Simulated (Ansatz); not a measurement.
# Tantalum, hcp: r²SCAN0 at the r²SCAN geometry

Aim: see what exact exchange does to the levels, and what it costs. Spin polarisation is left out. The cell comes from an earlier r²SCAN relaxation. Exact exchange is dear, so the k-mesh is coarse, and r²SCAN is run on the same mesh for comparison.

Method: DFT, plane waves (500 eV) with PBE-made PAW files, scalar-relativistic; functionals as named at each step, in Ansatz 0.2.0.

## 1. The system as given

It takes space group P6_3/mmc (No. 194, hexagonal). Conventional cell: a = 2.886 Å, b = 2.886 Å, c = 5.128 Å, α = 90.00°, β = 90.00°, γ = 120.00°. Ta (site symmetry -6m2) is surrounded by 12 Ta at 2.89 to 3.06 Å.

As a file:

```cif
data_structure
_symmetry_space_group_name_H-M 'P 1'
_symmetry_Int_Tables_number 1
_cell_length_a 2.8858
_cell_length_b 2.8858
_cell_length_c 5.1281
_cell_angle_alpha 90.000
_cell_angle_beta 90.000
_cell_angle_gamma 120.000
_cell_volume 36.98
loop_
_atom_site_label
_atom_site_type_symbol
_atom_site_fract_x
_atom_site_fract_y
_atom_site_fract_z
_atom_site_occupancy
Ta1 Ta 0.33333 0.66667 0.25000 1
Ta2 Ta 0.66667 0.33333 0.75000 1
```

## 2. r²SCAN on the coarse mesh

The run with r²SCAN.

The input, input.yaml:

```yaml
crystal:
  lattice:
    - [2.8857679811, 0.0, 0.0]
    - [-1.4428839906, 2.499148381, 0.0]
    - [0.0, 0.0, 5.1280634854]
  atoms:
    - { symbol: Ta, position: [0.3333333333, 0.6666666667, 0.25] }
    - { symbol: Ta, position: [0.6666666667, 0.3333333333, 0.75] }
hamiltonian:
  xc: r2scan
  pseudopotentials:
    kind: paw
    azcp:
      Ta: "pseudopotentials/Ta.paw.azcp"
basis:
  ecutwfc: 500
  fft_grid_basis: typed
kpoints:
  mp_grid: { grid: [7, 7, 3], shift: [0, 0, 0] }
magnetization:
  spin_polarized: false
scf:
  occupations: { method: fermi_dirac, width: 0.1 }
output:
  write_density: true
  write_potential: true
  elf: true
  volumetric_format: npy
```

The run is started by

```console
$ ansatz run input.yaml --threads 4 --pin off --max-ram 8192MiB --backend cpu --events-out ev --progress --plain --runs-dir out
```

Log:

```text
Warning: RAYON_NUM_THREADS=4 ignored (pool sized by the plan → 4); use --threads N
Engine: ansatz 0.2.0, x86_64-unknown-linux-gnu
Pseudopotentials: kind: paw
Pseudopotential: Ta, paw, valence charge 13, recommended cutoff 500 eV (meta_gga), <dir>
Functional definition: r2SCAN
  parameter k0 = 0.174
  parameter k1 = 0.065
  parameter a1 = 4.9479
  exchange = r2scan_x(k0 = k0, k1 = k1, a1 = a1)
  correlation = r2scan_c
Crystal: 2 atoms, lattice volume = 36.983 Å³
Basis set: ecut = 500 eV, 931 PW (Γ), exchange–correlation on 96×96×160 points (64 copies of the dense FFT grid, shifted against one another)
Bands: 17, of which v1, the nominal top of the filled ones, is band 13 counted from 1 (12 counted from 0)
Symmetry: 24 space group operations
Space group: P63/mmc (ITA 194), of the structure as read, at distance tolerance 3.3e-5 Å
k-points: 16 of 147
Non-local potential: Ta, projectors of the file, l = 0: 3, l = 1: 2, l = 2: 2, l = 3: 1
PAW form: soft (Blöchl's): semilocal exchange-correlation on the pseudo side does not see the compensation charge
PAW frozen core: Ta, regenerated for the run's functional (the file was generated under x = pbe(κ = 0.804, μ = 0.2195149727645171), c = pbe(β = 0.06672455060314922))
PAW one-centre angular grid: Ta, 590 points (default); XC on 160 Gauss nodes
Initial density: superposition of atomic densities (neutral atoms: chi_scale 0, normalization atom), corrected by the library's trained network
Initial wavefunctions: pseudopotential atomic-orbital guess
Functional: x = r2scan, c = r2scan; τ floored in thin density (d = 2e-4 eV/Å³)
SCF iter   1: F=—  HF=-19888.029106 eV  |F-HF|=—  |Δ(HF+E_count)|=         —  Δρ=8.17e-3  dr2=1.02e-2  dr2_τ=3.18e-2  ethr=1.77e-3  ⟨swp⟩=5.4  Hψ=1310  notcnv=0
preconditioner: auto → Kerker (q_TF=auto, 2.573 Å⁻¹)  [metal: Δε(μ)=0.176 eV  Ē_g=4.877 eV  σ=0.100 eV  W_gap=0.41  n_scr=10 (ndim 8)  ℏωp=19.3 eV  f_vac=0.000  D(μ)=2.76/eV (n_scr^D=34)]
SCF iter   2: F=—  HF=-19888.062330 eV  |F-HF|=—  |Δ(HF+E_count)|=   3.32e-2  Δρ=5.34e-3  dr2=4.44e-3  dr2_τ=5.57e-4  ethr=3.91e-5  ⟨swp⟩=2.5  Hψ=549  notcnv=0
SCF iter   3: F=—  HF=-19888.064177 eV  |F-HF|=—  |Δ(HF+E_count)|=   1.85e-3  Δρ=6.78e-4  dr2=8.65e-5  dr2_τ=3.29e-5  ethr=1.71e-5  ⟨swp⟩=2.0  Hψ=353  notcnv=0
SCF iter   4: F=—  HF=-19888.064226 eV  |F-HF|=—  |Δ(HF+E_count)|=   4.98e-5  Δρ=2.46e-4  dr2=1.72e-5  dr2_τ=8.15e-7  ethr=3.33e-7  ⟨swp⟩=2.1  Hψ=371  notcnv=0
SCF iter   5: F=—  HF=-19888.064230 eV  |F-HF|=—  |Δ(HF+E_count)|=   3.44e-6  Δρ=1.02e-4  dr2=2.89e-6  dr2_τ=1.26e-7  ethr=6.62e-8  ⟨swp⟩=1.4  Hψ=289  notcnv=0
SCF iter   6: F=—  HF=-19888.064230 eV  |F-HF|=—  |Δ(HF+E_count)|=   2.20e-7  Δρ=3.08e-5  dr2=2.19e-7  dr2_τ=1.25e-8  ethr=1.11e-8  ⟨swp⟩=2.3  Hψ=352  notcnv=0
SCF iter   7: F=-19888.064230 eV  HF=-19888.064230 eV  |F-HF|=8.85e-9  |Δ(HF+E_count)|=   3.84e-8  Δρ=9.73e-6  dr2=1.57e-8  dr2_τ=3.15e-9  ethr=3.85e-10  ⟨swp⟩=2.2  Hψ=556  notcnv=0
SCF 1 converged in 7 iterations: F = -19888.064230 eV  dr2 = 1.57e-8
SCF converged after 7 iterations
Free energy (F): -19888.064230 eV
Harris-Foulkes:  -19888.064230 eV  (|F-HF|=8.85e-9)
Internal energy: -19887.973688 eV  (E = F + TS)
E sigma→0 (E₀):  -19888.018959 eV
Entropy (-TS):   -0.090542 eV (-45.271 meV/atom)
Fermi energy:    18.315500 eV
--- Per-component energies (eV) ---
  E_band       = -246.506568
  E_kinetic    = 733.179149
  E_local      = -1132.561266  (includes V_loc(G=0)·N_el)
  E_nonlocal   = 29.653991
  E_hartree    = 392.360889
  E_xc         = -408.337603
  E_vxc        = -443.408233  (∫ρ·V_xc dr)
  E_paw        = -16845.711661  (= ΣΔE_a)
  E_vpaw       = -240.481564  (= ΣTr[D̂ρ^β])
  E_aug_tail   = 0.000159  (compensation charges beyond the density's cutoff)
  E_vtau       = 22.389540  (kinetic-family band-sum trace: ∫τ·v_τ [+ j·A + Jᵃ·Aᵃ] dr)
  E_ewald      = -2655.044786
  E_core_change = -1.512561  (= ΣΔE_core)
  E_smearing   = -0.090542  (= −TS)
  E_closure    = 0.000000  (closes the sum)
  Σ components = -19888.064230   (vs F -19888.064230, Δ=0.00e0)
--- Band table (eV; the first three rows and the last of 16) ---
  k-point 0: bands = ["-50.9909", "-50.9198", "-17.3305", "-16.4159", "-16.3168", "-16.3168", "-16.2269", "-16.2269", "9.7509", "13.2115", "17.8187", "18.1121", "19.0814", "19.0814", "19.6853", "19.6853", "21.6896"]
  k-point 1: bands = ["-50.9732", "-50.9376", "-17.1121", "-16.6555", "-16.2945", "-16.2945", "-16.2495", "-16.2495", "10.7127", "12.5830", "17.2102", "17.3599", "19.0407", "19.0407", "19.3532", "19.3532", "22.5297"]
  k-point 2: bands = ["-50.9692", "-50.9043", "-17.2597", "-16.5377", "-16.4501", "-16.4253", "-16.3759", "-16.2674", "10.5464", "14.0342", "17.2865", "17.7057", "18.7011", "19.1731", "19.8593", "20.4431", "20.6034"]
  k-point 15: bands = ["-50.8506", "-50.8441", "-17.2372", "-17.2188", "-16.9535", "-16.8882", "-16.6303", "-16.5610", "15.3320", "15.4486", "16.4332", "16.9605", "17.4067", "17.9325", "19.5461", "21.0540", "23.0576"]
```

Wall time 0.5 s (4 threads of Intel Xeon 6975P-C (Granite Rapids), shared host); peak memory 0.51 GiB.

Density in a lattice plane of the grid's cell (edges 2.89 and 5.13 Å, at 0.333 of the third edge), which holds Ta.

Ten even steps from '0' (0.21 e/Å³) to '9' (4.40 e/Å³):
```
00000000010000
00000001344210
00000025798741
00000148999973
10000259978984
00000148999973
00000025798741
00000001344210
00000000010000
00000000000000
00000000000000
00000000000000
00000000000000
01221000000000
12221100000000
01221000000000
00000000000000
00000000000000
00000000000000
00000000000000
```
Columns run along the first of these edges and rows up along the second, over one cell in 14 and 20 even steps from the bottom left corner. Atoms in the plane (fractional): Ta at (0.67, 0.75).

ELF in the same plane.

Ten even steps from '0' (0.07) to '9' (0.73):
```
34554212333211
13542124788631
12432258999984
22332489634897
32332598300698
22332489634897
12432258999984
13542124788631
34554212333211
44444443444434
32222346777754
11111136898752
12221124788641
24554224677532
35765323677532
24554224677532
12221124788641
11111136898752
32222346777754
44444443444434
```
Columns run along the first of these edges and rows up along the second, over one cell in 14 and 20 even steps from the bottom left corner. Atoms in the plane (fractional): Ta at (0.67, 0.75).

Both are smooth fields of the valence electrons: close to the nuclei they are not physical.

Maxima of ELF outside the ion cores: 0.67 between the atoms, 1.8 Å from Ta.

## 3. r²SCAN0 on the coarse mesh

The run with r²SCAN0.

input.yaml: that of step 2 with these lines changed.

```diff
@@ -9,3 +9,3 @@
 hamiltonian:
-  xc: r2scan
+  xc: r2scan0
   pseudopotentials:
```

The run is started by

```console
$ ansatz run input.yaml --threads 4 --pin off --max-ram 8192MiB --backend cpu --events-out ev --progress --plain --runs-dir out
```

Log:

```text
Warning: RAYON_NUM_THREADS=4 ignored (pool sized by the plan → 4); use --threads N
[... 3 set-up lines as earlier in the session ...]
Functional definition: r2SCAN0
  parameter a = 0.25
[... 3 set-up lines as earlier in the session ...]
  exchange = (1 - a)*r2scan_x(k0 = k0, k1 = k1, a1 = a1) + a*exact_x
[... 1 set-up line as earlier in the session ...]
Crystal: 2 atoms, lattice volume = 36.983 Å³
Basis set: ecut = 500 eV, 931 PW (Γ), exchange–correlation on 96×96×160 points (64 copies of the dense FFT grid, shifted against one another)
Bands: 17, of which v1, the nominal top of the filled ones, is band 13 counted from 1 (12 counted from 0)
[... 2 set-up lines as earlier in the session ...]
k-points: 16 of 147
[... 2 set-up lines as earlier in the session ...]
PAW frozen core: Ta, regenerated for the run's functional, and the local potential with it (the file was generated under x = pbe(κ = 0.804, μ = 0.2195149727645171), c = pbe(β = 0.06672455060314922))
[... 3 set-up lines as earlier in the session ...]
Functional: x = r2scan, c = r2scan; τ floored in thin density (d = 2e-4 eV/Å³), warm-up for x = 0.75 r2scan + 0.25 exact, c = r2scan; τ floored in thin density (d = 2e-4 eV/Å³)
SCF iter   1: F=—  HF=-19888.008161 eV  |F-HF|=—  |Δ(HF+E_count)|=         —  Δρ=8.28e-3  dr2=9.83e-3  dr2_τ=2.56e-2  ethr=1.77e-3  ⟨swp⟩=5.4  Hψ=1066  notcnv=0
preconditioner: auto → Kerker (q_TF=auto, 2.573 Å⁻¹)  [metal: Δε(μ)=0.175 eV  Ē_g=4.921 eV  σ=0.100 eV  W_gap=0.41  n_scr=10 (ndim 8)  ℏωp=19.3 eV  f_vac=0.000  D(μ)=2.76/eV (n_scr^D=34)]
SCF iter   2: F=—  HF=-19888.041291 eV  |F-HF|=—  |Δ(HF+E_count)|=   3.31e-2  Δρ=5.39e-3  dr2=4.36e-3  dr2_τ=5.07e-4  ethr=3.78e-5  ⟨swp⟩=3.0  Hψ=690  notcnv=0
iter 3 solved again at ethr=2.96e-7 eV; its pass at ethr=1.68e-5 eV (dr2=7.68e-5 eV) is discarded
SCF iter   3: F=—  HF=-19888.042912 eV  |F-HF|=—  |Δ(HF+E_count)|=   1.62e-3  Δρ=6.12e-4  dr2=7.88e-5  dr2_τ=1.51e-5  ethr=2.96e-7  ⟨swp⟩=3.6  Hψ=1234  notcnv=0
SCF iter   4: F=—  HF=-19888.042950 eV  |F-HF|=—  |Δ(HF+E_count)|=   3.75e-5  Δρ=2.32e-4  dr2=1.53e-5  dr2_τ=8.91e-7  ethr=2.96e-7  ⟨swp⟩=2.6  Hψ=514  notcnv=0
SCF iter   5: F=—  HF=-19888.042954 eV  |F-HF|=—  |Δ(HF+E_count)|=   4.74e-6  Δρ=5.66e-5  dr2=9.28e-7  dr2_τ=7.86e-8  ethr=5.89e-8  ⟨swp⟩=3.1  Hψ=563  notcnv=0
SCF iter   6: F=—  HF=-19888.042955 eV  |F-HF|=—  |Δ(HF+E_count)|=   1.47e-7  Δρ=1.75e-5  dr2=6.97e-8  dr2_τ=3.23e-9  ethr=3.57e-9  ⟨swp⟩=3.5  Hψ=562  notcnv=0
SCF iter   7: F=—  HF=-19888.042955 eV  |F-HF|=—  |Δ(HF+E_count)|=   4.58e-8  Δρ=5.96e-6  dr2=6.97e-9  dr2_τ=3.33e-10  ethr=2.68e-10  ⟨swp⟩=3.4  Hψ=565  notcnv=0
SCF iter   8: F=-19888.042955 eV  HF=-19888.042955 eV  |F-HF|=4.29e-10  |Δ(HF+E_count)|=   6.26e-9  Δρ=1.52e-6  dr2=4.09e-10  dr2_τ=2.33e-11  ethr=2.68e-11  ⟨swp⟩=3.1  Hψ=577  notcnv=0
SCF 1 converged in 8 iterations: F = -19888.042955 eV  dr2 = 4.09e-10
Initial density: handed on by an earlier stage of this run
Initial wavefunctions: those handed on with the density
Functional: x = 0.75 r2scan + 0.25 exact, c = r2scan; τ floored in thin density (d = 2e-4 eV/Å³)
Frozen-core exchange: fock
iter 1 solved again at ethr=7.58e-5 eV; its pass at ethr=1.00e-1 eV (dr2=1.97e-2 eV) is discarded
SCF iter   1: F=—  HF=-19879.157595 eV  |F-HF|=—  |Δ(HF+E_count)|=         —  Δρ=6.94e-3  dr2=2.45e-2  dr2_τ=6.43e-3  ethr=7.58e-5  ⟨swp⟩=3.7  Hψ=1236  notcnv=0
preconditioner: auto → Kerker (q_TF=auto, 2.573 Å⁻¹)  [metal: Δε(μ)=0.199 eV  Ē_g=6.375 eV  σ=0.100 eV  W_gap=0.43  n_scr=10 (ndim 8)  ℏωp=19.3 eV  f_vac=0.000  D(μ)=1.77/eV (n_scr^D=22)]
SCF iter   2: F=—  HF=-19879.149470 eV  |F-HF|=—  |Δ(HF+E_count)|=   8.12e-3  Δρ=4.11e-3  dr2=1.08e-2  dr2_τ=1.51e-4  ethr=7.58e-5  ⟨swp⟩=2.0  Hψ=487  notcnv=0
SCF iter   3: F=—  HF=-19879.145827 eV  |F-HF|=—  |Δ(HF+E_count)|=   3.64e-3  Δρ=4.70e-4  dr2=3.03e-3  dr2_τ=3.37e-5  ethr=2.86e-5  ⟨swp⟩=3.0  Hψ=719  notcnv=0
SCF iter   4: F=—  HF=-19879.145801 eV  |F-HF|=—  |Δ(HF+E_count)|=   2.63e-5  Δρ=1.35e-4  dr2=8.39e-6  dr2_τ=5.26e-6  ethr=1.48e-7  ⟨swp⟩=3.0  Hψ=753  notcnv=0
SCF iter   5: F=-19879.145797 eV  HF=-19879.145797 eV  |F-HF|=2.58e-8  |Δ(HF+E_count)|=   3.93e-6  Δρ=1.38e-5  dr2=6.04e-8  dr2_τ=1.36e-8  ethr=3.23e-8  ⟨swp⟩=3.0  Hψ=667  notcnv=0
SCF 2 converged in 5 iterations: F = -19879.145797 eV  dr2 = 6.04e-8
hybrid outer 1: dexx = +1.081e-2 eV, tail = 6.11e-3 eV
Frozen-core exchange: fock
SCF iter   1: F=—  HF=-19879.159497 eV  |F-HF|=—  |Δ(HF+E_count)|=         —  Δρ=8.79e-4  dr2=7.50e-4  dr2_τ=1.66e-5  ethr=1.18e-4  ⟨swp⟩=2.8  Hψ=563  notcnv=0
preconditioner: auto → Kerker (q_TF=auto, 2.573 Å⁻¹)  [metal: Δε(μ)=0.219 eV  Ē_g=6.361 eV  σ=0.100 eV  W_gap=0.42  n_scr=10 (ndim 8)  ℏωp=19.3 eV  f_vac=0.000  D(μ)=1.44/eV (n_scr^D=10)]
iter 2 solved again at ethr=4.66e-8 eV; its pass at ethr=1.15e-6 eV (dr2=1.21e-5 eV) is discarded
SCF iter   2: F=—  HF=-19879.159425 eV  |F-HF|=—  |Δ(HF+E_count)|=   7.21e-5  Δρ=2.41e-4  dr2=4.60e-4  dr2_τ=4.59e-6  ethr=4.66e-8  ⟨swp⟩=2.4  Hψ=1099  notcnv=0
SCF iter   3: F=-19879.160850 eV  HF=-19879.160854 eV  |F-HF|=3.59e-6  |Δ(HF+E_count)|=   1.43e-3  Δρ=2.37e-4  dr2=1.23e-4  dr2_τ=3.82e-6  ethr=4.66e-8  ⟨swp⟩=4.9  Hψ=811  notcnv=0
SCF 3 stopped early in 3 iterations: F = -19879.160850 eV  dr2 = 1.23e-4
hybrid outer 2: dexx = +2.002e-3 eV, tail = 1.38e-3 eV, Δε = 1.14e-1 eV (about 2.39e-2 eV left of the loop's levels)
Frozen-core exchange: fock
SCF iter   1: F=—  HF=-19879.161041 eV  |F-HF|=—  |Δ(HF+E_count)|=         —  Δρ=1.71e-4  dr2=8.96e-5  dr2_τ=1.36e-6  ethr=4.88e-6  ⟨swp⟩=2.9  Hψ=570  notcnv=0
preconditioner: auto → Kerker (q_TF=auto, 2.573 Å⁻¹)  [metal: Δε(μ)=0.103 eV  Ē_g=6.352 eV  σ=0.100 eV  W_gap=0.24  n_scr=10 (ndim 8)  ℏωp=19.3 eV  f_vac=0.000  D(μ)=1.27/eV (n_scr^D=4)]
SCF iter   2: F=—  HF=-19879.161281 eV  |F-HF|=—  |Δ(HF+E_count)|=   2.40e-4  Δρ=2.67e-4  dr2=1.31e-4  dr2_τ=4.61e-7  ethr=2.67e-8  ⟨swp⟩=3.7  Hψ=566  notcnv=0
SCF iter   3: F=—  HF=-19879.161276 eV  |F-HF|=—  |Δ(HF+E_count)|=   5.04e-6  Δρ=1.63e-4  dr2=1.06e-4  dr2_τ=4.25e-7  ethr=2.67e-8  ⟨swp⟩=3.0  Hψ=571  notcnv=0
SCF iter   4: F=—  HF=-19879.161829 eV  |F-HF|=—  |Δ(HF+E_count)|=   5.53e-4  Δρ=6.19e-4  dr2=3.11e-4  dr2_τ=4.78e-6  ethr=2.67e-8  ⟨swp⟩=3.9  Hψ=654  notcnv=0
SCF iter   5: F=—  HF=-19879.161811 eV  |F-HF|=—  |Δ(HF+E_count)|=   1.79e-5  Δρ=5.02e-4  dr2=2.55e-4  dr2_τ=3.47e-7  ethr=2.67e-8  ⟨swp⟩=3.0  Hψ=545  notcnv=0
SCF iter   6: F=—  HF=-19879.161782 eV  |F-HF|=—  |Δ(HF+E_count)|=   2.88e-5  Δρ=1.13e-4  dr2=1.43e-4  dr2_τ=8.83e-8  ethr=2.67e-8  ⟨swp⟩=3.8  Hψ=727  notcnv=0
SCF iter   7: F=—  HF=-19879.162757 eV  |F-HF|=—  |Δ(HF+E_count)|=   9.75e-4  Δρ=1.03e-3  dr2=3.54e-4  dr2_τ=1.23e-5  ethr=1.80e-8  ⟨swp⟩=4.7  Hψ=806  notcnv=0
SCF iter   8: F=—  HF=-19879.162709 eV  |F-HF|=—  |Δ(HF+E_count)|=   4.84e-5  Δρ=8.62e-4  dr2=2.31e-4  dr2_τ=3.86e-6  ethr=1.80e-8  ⟨swp⟩=3.6  Hψ=673  notcnv=0
SCF iter   9: F=—  HF=-19879.162643 eV  |F-HF|=—  |Δ(HF+E_count)|=   6.53e-5  Δρ=2.80e-4  dr2=3.06e-5  dr2_τ=2.90e-6  ethr=1.80e-8  ⟨swp⟩=4.3  Hψ=817  notcnv=0
iter 10 solved again at ethr=6.03e-10 eV; its pass at ethr=1.80e-8 eV (dr2=1.57e-7 eV) is discarded
SCF iter  10: F=—  HF=-19879.162635 eV  |F-HF|=—  |Δ(HF+E_count)|=   8.44e-6  Δρ=2.15e-5  dr2=6.94e-6  dr2_τ=4.24e-8  ethr=6.03e-10  ⟨swp⟩=3.2  Hψ=1307  notcnv=0  defer=1
SCF iter  11: F=—  HF=-19879.162646 eV  |F-HF|=—  |Δ(HF+E_count)|=   1.12e-5  Δρ=5.48e-5  dr2=2.27e-6  dr2_τ=3.68e-8  ethr=5.93e-10  ⟨swp⟩=4.8  Hψ=824  notcnv=0
SCF iter  12: F=—  HF=-19879.162646 eV  |F-HF|=—  |Δ(HF+E_count)|=   5.38e-7  Δρ=5.38e-6  dr2=1.04e-6  dr2_τ=3.96e-10  ethr=5.93e-10  ⟨swp⟩=3.8  Hψ=728  notcnv=0
Mixer restart at iter 12: flushing history
SCF iter  13: F=-19879.162648 eV  HF=-19879.162648 eV  |F-HF|=1.42e-9  |Δ(HF+E_count)|=   1.96e-6  Δρ=1.54e-5  dr2=3.51e-7  dr2_τ=2.99e-9  ethr=3.20e-11  ⟨swp⟩=4.8  Hψ=912  notcnv=0
SCF 4 stopped early in 13 iterations: F = -19879.162648 eV  dr2 = 3.51e-7
hybrid outer 3: dexx = +8.057e-3 eV, tail = 5.85e-6 eV, Δε = 2.10e-1 eV (about 1.23e-2 eV left of the loop's levels)
Frozen-core exchange: fock
SCF iter   1: F=—  HF=-19879.162575 eV  |F-HF|=—  |Δ(HF+E_count)|=         —  Δρ=1.34e-5  dr2=1.80e-7  dr2_τ=3.22e-9  ethr=3.91e-8  ⟨swp⟩=2.9  Hψ=574  notcnv=0
preconditioner: auto → none  [insulator: Δε(μ)=0.403 eV  Ē_g=6.359 eV  σ=0.100 eV  W_gap=0.76  n_scr=10 (ndim 8)  ℏωp=19.3 eV  f_vac=0.000  D(μ)=0.92/eV (n_scr^D=2)]
SCF iter   2: F=—  HF=-19879.162575 eV  |F-HF|=—  |Δ(HF+E_count)|=   2.81e-7  Δρ=9.92e-6  dr2=6.47e-8  dr2_τ=6.56e-10  ethr=2.44e-10  ⟨swp⟩=3.3  Hψ=568  notcnv=0
iter 3 solved again at ethr=6.96e-12 eV; its pass at ethr=1.38e-10 eV (dr2=1.81e-9 eV) is discarded
SCF iter   3: F=-19879.162575 eV  HF=-19879.162575 eV  |F-HF|=1.19e-9  |Δ(HF+E_count)|=   7.89e-8  Δρ=2.14e-6  dr2=3.12e-9  dr2_τ=1.66e-10  ethr=6.96e-12  ⟨swp⟩=2.4  Hψ=1195  notcnv=0
SCF 5 converged in 3 iterations: F = -19879.162575 eV  dr2 = 3.12e-9
hybrid outer 4: dexx = +8.287e-7 eV, tail = 1.94e-8 eV, Δε = 3.14e-3 eV (about 7.84e-4 eV left of the loop's levels)
hybrid SCF converged: 4 outer / 24 inner (+8 warm-up), last move |dexx| = 8.29e-7 eV, tail = 1.94e-8 eV
Stability not checked: this state was not tested for a lower state beside it, because the functional holds exact exchange (a hybrid, or Hartree-Fock), whose exchange loop this test does not read (fock_operator; see scf.lower_state_search)
Free energy (F): -19879.162575 eV
Frozen-core exchange: fock
Harris-Foulkes:  -19879.162575 eV  (|F-HF|=1.19e-9)
Internal energy: -19879.128247 eV  (E = F + TS)
E sigma→0 (E₀):  -19879.145411 eV
Entropy (-TS):   -0.034328 eV (-17.164 meV/atom)
Fermi energy:    18.380687 eV
--- Per-component energies (eV) ---
  E_band       = -297.444726
  E_kinetic    = 728.521848
  E_local      = -1120.937359  (includes V_loc(G=0)·N_el)
  E_nonlocal   = 32.781508
  E_hartree    = 386.443231
  E_xc         = -316.464465
  E_vxc        = -339.517558  (∫ρ·V_xc dr)
  E_exx        = -81.947035  (= α·E_x^exact, valence–valence)
  E_paw        = -16844.752282  (= ΣΔE_a)
  E_vpaw       = -223.023022  (= ΣTr[D̂ρ^β])
  E_aug_tail   = 0.000161  (compensation charges beyond the density's cutoff)
  E_vtau       = 15.737502  (kinetic-family band-sum trace: ∫τ·v_τ [+ j·A + Jᵃ·Aᵃ] dr)
  E_ewald      = -2655.044786
  E_core_change = -7.729069  (= ΣΔE_core)
  E_smearing   = -0.034328  (= −TS)
  E_closure    = 0.000000  (closes the sum)
  Σ components = -19879.162575   (vs F -19879.162575, Δ=3.64e-12)
--- Band table (eV; the first three rows and the last of 16) ---
  k-point 0: bands = ["-54.6443", "-54.5614", "-19.8483", "-18.7840", "-18.6709", "-18.6709", "-18.5738", "-18.5738", "8.2692", "12.0457", "17.3175", "17.3621", "19.6955", "19.6955", "20.5105"]
  k-point 1: bands = ["-54.6237", "-54.5823", "-19.5948", "-19.0630", "-18.6477", "-18.6477", "-18.5982", "-18.5982", "9.3263", "11.3631", "16.4207", "16.7099", "19.6520", "19.6520", "20.1025"]
  k-point 2: bands = ["-54.6195", "-54.5436", "-19.7619", "-18.9213", "-18.8277", "-18.7942", "-18.7343", "-18.6193", "9.1509", "12.9607", "16.5082", "17.2542", "19.1118", "19.7141", "20.5562"]
  k-point 15: bands = ["-54.4828", "-54.4752", "-19.7140", "-19.6915", "-19.3873", "-19.3122", "-19.0200", "-18.9400", "14.5358", "14.6473", "15.6983", "16.3866", "16.8924", "17.4661", "20.1562"]
  guard bands above this table: 2 of the run's 17 bands. The solve was not asked for them (output.publish_guard_bands: true or output.eigenvalues: true publishes all)
```

Run time: 7.8 s. Hardware: 4 threads of Intel Xeon 6975P-C (Granite Rapids), shared host; peak memory 1.2 GiB.

## 4. Side by side

```
functional               gap on the mesh  Fermi energy (eV)  SCF cycles  exchange loops  CPU time
    r²SCAN  none (levels filled in part)             18.316           7               -     1.3 s
   r²SCAN0  none (levels filled in part)             18.381          32               4      24 s
```

## 5. Results

```
                             quantity                         value
                          r²SCAN: gap  none (levels filled in part)
                         r²SCAN0: gap  none (levels filled in part)
  r²SCAN0: SCF cycles, exchange loops                         32, 4
r²SCAN0: CPU time over that of r²SCAN                            18
             r²SCAN0: relative to bcc                 +338 meV/atom
```

What this shows: Both r²SCAN and r²SCAN0 leave levels filled in part. The hybrid took 18 times as much CPU time as r²SCAN on the same settings. r²SCAN0 needed 4 outer loops of the exchange operator. To compare with dense-mesh energies, the change of r²SCAN from this mesh and smearing to its dense run (-4.0 meV/atom, from a run not shown) is added. Under r²SCAN0 it lies 338 meV/atom above bcc (computed apart in the same way); on such meshes a few tens of meV are uncertain for metals. The total energies in the logs cannot be compared from one functional to another.
